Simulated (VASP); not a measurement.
# Zn (Im-3m) in VASP: notebook

The runs below take Zn through single point, with LDA.

Everything below comes from runs of VASP 6.6.1. Logs are shortened: lines on timing, memory, paths and dates and some standing lists are left out, and cuts for length are marked.

## 1. The crystal as given

Symmetry: Im-3m, No. 229, cubic system. Conventional cell: a = 3.138 Å, b = 3.138 Å, c = 3.138 Å, α = 90.00°, β = 90.00°, γ = 90.00°. Zn (site symmetry m-3m) is surrounded by 8 Zn at 2.72 Å.

This isn't the form of Zn at room conditions, which is hcp.

## 2. Single point, LDA

INCAR

```
SYSTEM = Zn
PREC = Normal
ENCUT = 460
EDIFF = 1E-4
ISMEAR = -1
SIGMA = 0.15
LREAL = Auto
LASPH = .True.
NELM = 100
ALGO = Normal
ISIF = 2
LWAVE = .False.
LCHARG = .False.
NBANDS = 12
ADDGRID = .False.
```

KPOINTS

```
Automatic mesh
0
Gamma
  11 11 11
  0 0 0
```

POSCAR

```
Zn
1.0
   -1.5690370000      1.5690370000      1.5690370000
    1.5690370000     -1.5690370000      1.5690370000
    1.5690370000      1.5690370000     -1.5690370000
Zn
1
Direct
    0.0000000000      0.0000000000      0.0000000000
```

Potentials or basis: VASP PAW LDA potentials, release 64 (Zn).

Launch:

```
$ cat potpaw_LDA.64/Zn/POTCAR > POTCAR
$ mpirun -np 1 vasp_std > vasp.out
```

OUTCAR:

```text
SYSTEM = Zn
   PREC = Normal
   ENCUT = 460
   EDIFF = 1E-4
   ISMEAR = -1
   LREAL = Auto
   LASPH = .True.
   NELM = 100
   ISIF = 2

 Found     56 irreducible k-points:

 Following reciprocal coordinates:
            Coordinates               Weight
  0.000000  0.000000  0.000000      1.000000
  0.090909  0.000000  0.000000     12.000000
  0.181818  0.000000  0.000000     12.000000
  0.272727  0.000000  0.000000     12.000000
  0.363636  0.000000  0.000000     12.000000
  0.454545  0.000000  0.000000     12.000000
   k-points           NKPTS =     56   k-points in BZ     NKDIM =     56   number of bands    NBANDS=     12
   number of dos      NEDOS =    301   number of ions     NIONS =      1
   total plane-waves  NPLWV =   2744
   dimension x,y,z NGX =    14 NGY =   14 NGZ =   14
   dimension x,y,z NGXF=    28 NGYF=   28 NGZF=   28
   ions per type =               1
   NGX,Y,Z   is equivalent  to a cutoff of   8.56,  8.56,  8.56 a.u.
   NGXF,Y,Z  is equivalent  to a cutoff of  17.13, 17.13, 17.13 a.u.
 SYSTEM =  Zn
   PREC   = normal    normal or accurate (medium, high low for compatibility)
   ISTART =      0    job   : 0-new  1-cont  2-samecut
   ICHARG =      2    charge: 1-file 2-atom 10-const
   ISPIN  =      1    spin polarized calculation?
   LNONCOLLINEAR =      F non collinear calculations
   LSORBIT =      F    spin-orbit coupling
   LASPH  =      T    aspherical Exc in radial PAW
   ENCUT  =  460.0 eV  33.81 Ry    5.81 a.u.   4.75  4.75  4.75*2*pi/ulx,y,z
   NELM   =    100;   NELMIN=  2; NELMDL= -5     # of ELM steps
   EDIFF  = 0.1E-03   stopping-criterion for ELM
   LREAL  =      T    real-space projection
   EDIFFG = 0.1E-02   stopping-criterion for IOM
   NSW    =      0    number of steps for IOM
   IBRION =     -1    ionic relax: 0-MD 1-quasi-New 2-CG
   NFREE  =      0    steps in history (QN), initial steepest desc. (CG)
   ISIF   =      2    stress and relaxation
   ISYM   =      2    0-nonsym 1-usesym 2-fastsym
   POTIM  = 0.5000    time-step for ionic-motion
   TEBEG  =    0.0;   TEEND  =   0.0 temperature during run
   PSTRESS=    0.0 pullay stress
   NELECT =      12.0000    total number of electrons
   NUPDOWN=      -1.0000    fix difference up-down
   EMIN   =  10.00;   EMAX   =-10.00  energy-range for DOS
   EFERMI =   0.00;   METHOD = LEGACY
   ISMEAR =    -1;   SIGMA  =   0.15  broadening in eV -4-tet -1-fermi 0-gaus
   EFERMI_NEDOS =   21; number of points for ismear=-14 and -15
   IALGO  =     38    algorithm
   IMIX   =      4    mixing-type and parameters
     AMIX     =   0.40;   BMIX     =  1.00
     AMIX_MAG =   1.60;   BMIX_MAG =  1.00
  volume/ion in A,a.u.               =      15.45       104.27
  Fermi-wavevector in a.u.,A,eV,Ry     =   1.504811  2.843681 30.809811  2.264457
  Thomas-Fermi vector in A             =   2.615742
   LORBIT       =      0    0 simple, 1 ext, 2 COOP (PROOUT), +10 PAW based schemes
   GGA     = CA    functional components
   LHFCALC =     F    Hartree Fock is set to
   AEXX    =    0.0000 exact exchange contribution
   IVDW    =     0    specifies the selected vdW correction
   LEPSILON=     F    determine dielectric tensor
   LRPA    =     F    only Hartree local field effects (RPA)
 non-spin polarized calculation
  energy-cutoff  :      460.00
  volume of cell :       15.45
 maximum number of plane-waves:       370
   NGX =  9   NGY =  9   NGZ =  9

 number of electron      11.9999988 magnetization

 Free energy of the ion-electron system (eV)
  ---------------------------------------------------
  ext. energy  EPLUGINS =         0.00000000
  ---------------------------------------------------
  free energy    TOTEN  =        -1.74078823 eV

  energy without entropy =       -1.71663726  energy(sigma->0) =       -1.72871275

 E-fermi :   2.7866     XC(G=0): -11.8176

 val. band max:        2.7268879874   @ k =   0.4545   0.0000   0.0000
 cond. band min:       2.9428704534   @ k =  -0.4545   0.4545   0.0909
 fundamental gap:      0.2159824661
 Fermi energy:         2.7866443575

 k-point     1 :       0.0000    0.0000    0.0000
  band No.  band energies     occupation
      1      -7.4889      2.00000
      2      -4.9905      2.00000
      3      -4.9905      2.00000
      4      -4.9905      2.00000
      5      -4.4871      2.00000
      6      -4.4871      2.00000
      7      21.5709      0.00000
      8      21.5709      0.00000
      9      21.5709      0.00000
     10      23.6937      0.00000
     11      23.6937      0.00000
     12      23.6937      0.00000

 k-point     2 :       0.0909    0.0000    0.0000
  band No.  band energies     occupation
      1      -7.2297      2.00000
      2      -5.0143      2.00000
      3      -4.9840      2.00000
      4      -4.9297      2.00000
      5      -4.5087      2.00000
      6      -4.4855      2.00000
      7      18.5918      0.00000
      8      20.0362      0.00000
      9      20.6009      0.00000
     10      22.1439      0.00000
     11      22.1533      0.00000
     12      23.3970      0.00000

 k-point     3 :       0.1818    0.0000    0.0000
  band No.  band energies     occupation
      1      -6.4990      2.00000
      2      -5.0781      2.00000
      3      -4.9369      2.00000
      4      -4.7627      2.00000
      5      -4.5464      2.00000
      6      -4.4809      2.00000
      7      14.0716      0.00000
      8      17.8720      0.00000
      9      18.7856      0.00000
     10      20.5526      0.00000
     11      21.1173      0.00000
     12      24.0986      0.00000

 k-point     4 :       0.2727    0.0000    0.0000
  band No.  band energies     occupation
      1      -5.7189      2.00000
      2      -5.1612      2.00000
      3      -4.5612      2.00000
      4      -4.5340      2.00000
      5      -4.4728      2.00000
      6      -4.4473      2.00000
      7       9.8238      0.00000
      8      16.0499      0.00000
      9      17.2202      0.00000
     10      19.3732      0.00000
     11      20.3352      0.00000
     12      25.4930      0.00000

 k-point     5 :       0.3636    0.0000    0.0000
  band No.  band energies     occupation
      1      -5.5803      2.00000
      2      -5.2370      2.00000
      3      -4.5374      2.00000
      4      -4.4635      2.00000
      5      -4.3127      2.00000
      6      -2.8268      2.00000
      7       5.9994      0.00000
      8      14.7465      0.00000
      9      16.1247      0.00000
     10      18.6059      0.00000
     11      19.8344      0.00000
     12      27.4171      0.00000

 k-point     6 :       0.4545    0.0000    0.0000
  band No.  band energies     occupation
      1      -5.6100      2.00000
      2      -5.2818      2.00000
      3      -4.5180      2.00000
      4      -4.4570      2.00000
      5      -4.1755      2.00000
      6      -0.5771      2.00000
      7       2.7269      1.19659
      8      14.0644      0.00000
      9      15.5639      0.00000
     10      18.2290      0.00000
     11      19.5959      0.00000
     12      29.6642      0.00000

 [... further k-points ...]

------------------------ aborting loop because EDIFF is reached ----------------------------------------

  FORCE on cell =-STRESS in cart. coord.  units (eV):
  Direction    XX          YY          ZZ          XY          YZ          ZX
  --------------------------------------------------------------------------------------
  -------------------------------------------------------------------------------------
  Total       -0.7381378     -0.7381378     -0.7381378      0.0000000      0.0000000     -0.0000000
  in kB      -76.5400009    -76.5400009    -76.5400009      0.0000000      0.0000000     -0.0000000
  external PRESSURE =     -76.5400009 kB  Pullay stress =       0.0000000 kB

 VOLUME and BASIS-vectors are now :
 -----------------------------------------------------------------------------
  energy-cutoff  :      460.00
  volume of cell :       15.45
      direct lattice vectors                 reciprocal lattice vectors
    -1.569037000  1.569037000  1.569037000     0.000000000  0.318666800  0.318666800
     1.569037000 -1.569037000  1.569037000     0.318666800  0.000000000  0.318666800
     1.569037000  1.569037000 -1.569037000     0.318666800  0.318666800  0.000000000

 POSITION                                       TOTAL-FORCE (eV/Angst)
 -----------------------------------------------------------------------------------
      0.00000      0.00000      0.00000        -0.000000      0.000000      0.000000
 -----------------------------------------------------------------------------------
    total drift:                               -0.000000     -0.000000     -0.000000

  FREE ENERGIE OF THE ION-ELECTRON SYSTEM (eV)
  ---------------------------------------------------
  free  energy   TOTEN  =        -1.7407882342 eV

  energy  without entropy=       -1.7166372620  energy(sigma->0) =       -1.72871275
```

It took 2.5 s on 1 thread of Intel Xeon Platinum 8488C (Sapphire Rapids), shared host; peak memory 0.1 GiB.

These settings aren't checked as converged: the numbers below hold their error.

Results:

```yaml
Free_energy: -1.7408 eV
Pressure: -7.7 GPa
Band_gap_on_the_k_mesh: none (metal or under the smearing width)
```

(Continued in part 2 of 2.)
